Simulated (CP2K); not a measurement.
Runs of CP2K 2026.2 on Ti. The structure is hexagonal, space group P6_3/mmc (No. 194). The conventional cell has a = 2.950 Å, b = 2.950 Å, c = 4.680 Å, α = 90.00°, β = 90.00°, γ = 120.00°. Ti (site symmetry -6m2) has 12 Ti at 2.89 to 2.95 Å as nearest neighbours. 

```csv
level,potentials or basis,smearing,EPS_DEFAULT,NGRIDS,basis sets,potentials,points a segment of the path (NPOINTS),gap on the mesh (eV),pressure (GPa)
r2SCAN,POTENTIAL_UZH Ti GTH-SCAN-q12; TZVP-MOLOPT-SCAN-GTH basis,fermi-dirac 0.0259 eV,1.0E-9,4,Ti TZVP-MOLOPT-SCAN-GTH-q12,Ti GTH-SCAN-q12 of POTENTIAL_UZH,10,none,-1.6
PBE,POTENTIAL_UZH Ti GTH-PBE-q12; TZVP-MOLOPT-PBE-GTH basis,fermi-dirac 0.05 eV,1.0E-9,4,Ti TZVP-MOLOPT-PBE-GTH-q12,Ti GTH-PBE-q12 of POTENTIAL_UZH,8,none,-1.3
PBEsol,POTENTIAL_UZH Ti GTH-PBE-q12; TZVP-MOLOPT-PBE-GTH basis,fermi-dirac 0.05 eV,1.0E-9,4,Ti TZVP-MOLOPT-PBE-GTH-q12,Ti GTH-PBE-q12 of POTENTIAL_UZH,6,none,-5.5
LDA,GTH_POTENTIALS Ti GTH-PADE-q12; TZVP-MOLOPT-PBE-GTH basis,fermi-dirac 0.05 eV,1.0E-10,5,Ti TZVP-MOLOPT-PBE-GTH-q12,Ti GTH-PADE-q12 of GTH_POTENTIALS,6,none,(a)
```

Alike in all rows: task band structure; no spin polarisation; cell as given; k mesh 10 × 10 × 6.

Task: Fill in the values left out.

Result: (a) -9.5.

Caveats: the basis of atomic orbitals isn't converged, which shifts pressures, moduli and gaps; the potentials were made for another functional, which shifts forces and pressure (some runs).

A gap of «none» marks a metal or a gap under the smearing width.
